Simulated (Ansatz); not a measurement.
# Si3N4: the cost of one run

Program: Ansatz 0.2.0. Level of theory: DFT, PBE, plane-wave PAW, default files, scalar-relativistic, as far as a step names no other. These are calculated values, not measurements.

## (1) The starting structure

It takes space group P6_3 (No. 173, hexagonal). Conventional cell: a = 7.595 Å, b = 7.595 Å, c = 2.902 Å, α = 90.00°, β = 90.00°, γ = 120.00°. Around Si (site symmetry 1) lie 3 N at 1.70 to 1.77 Å. Around N (site symmetry 1) lie 3 Si at 1.70 to 1.77 Å. N (site symmetry 3) is surrounded by 6 Si at 2.23 to 2.29 Å and 3 N at 2.45 Å.

Structure file:

```cif
data_structure
_symmetry_space_group_name_H-M 'P 1'
_symmetry_Int_Tables_number 1
_cell_length_a 7.5950
_cell_length_b 7.5950
_cell_length_c 2.9023
_cell_angle_alpha 90.000
_cell_angle_beta 90.000
_cell_angle_gamma 120.000
_cell_volume 144.99
loop_
_atom_site_label
_atom_site_type_symbol
_atom_site_fract_x
_atom_site_fract_y
_atom_site_fract_z
_atom_site_occupancy
Si1 Si 0.76870 0.17440 0.25000 1
Si2 Si 0.59430 0.76870 0.75000 1
Si3 Si 0.82560 0.59430 0.25000 1
Si4 Si 0.23130 0.82560 0.75000 1
Si5 Si 0.40570 0.23130 0.25000 1
Si6 Si 0.17440 0.40570 0.75000 1
N1 N 0.02970 0.32950 0.26500 1
N2 N 0.70020 0.02970 0.76500 1
N3 N 0.67050 0.70020 0.26500 1
N4 N 0.97030 0.67050 0.76500 1
N5 N 0.29980 0.97030 0.26500 1
N6 N 0.32950 0.29980 0.76500 1
N7 N 0.33333 0.66667 0.23440 1
N8 N 0.66667 0.33333 0.73440 1
```

## (2) First run, atoms as given

Contents of input.yaml:

```yaml
crystal:
  lattice:
    - [7.595, 0.0, 0.0]
    - [-3.7975, 6.5774629417, 0.0]
    - [0.0, 0.0, 2.9023]
  atoms:
    - { symbol: Si, position: [0.7687, 0.1744, 0.25] }
    - { symbol: Si, position: [0.5943, 0.7687, 0.75] }
    - { symbol: Si, position: [0.8256, 0.5943, 0.25] }
    - { symbol: Si, position: [0.2313, 0.8256, 0.75] }
    - { symbol: Si, position: [0.4057, 0.2313, 0.25] }
    - { symbol: Si, position: [0.1744, 0.4057, 0.75] }
    - { symbol: "N", position: [0.0297, 0.3295, 0.265] }
    - { symbol: "N", position: [0.7002, 0.0297, 0.765] }
    - { symbol: "N", position: [0.6705, 0.7002, 0.265] }
    - { symbol: "N", position: [0.9703, 0.6705, 0.765] }
    - { symbol: "N", position: [0.2998, 0.9703, 0.265] }
    - { symbol: "N", position: [0.3295, 0.2998, 0.765] }
    - { symbol: "N", position: [0.3333333333, 0.6666666667, 0.2344] }
    - { symbol: "N", position: [0.6666666667, 0.3333333333, 0.7344] }
kpoints:
  mp_grid: { grid: [4, 4, 10] }
scf:
  occupations: { method: fermi_dirac, width: 0.02 }
hamiltonian:
  xc: pbe
  pseudopotentials: { kind: paw }
output:
  forces: true
  stress: true
  populations: true
  efg:
    quadrupole_moments_barn: { "N": 0.02044 }
    contact_densities: true
```

Started as:

```console
$ ansatz run input.yaml --threads 1 --pin off --max-ram 2560MiB --backend cpu --events-out ev --progress --plain --runs-dir out
```

Q: Estimate wall time and peak memory on 1 thread of Intel Xeon Platinum 8175M at 2.50GHz (Skylake/Cascade Lake), shared host.

About 27 s, with a peak of 0.56 GiB.
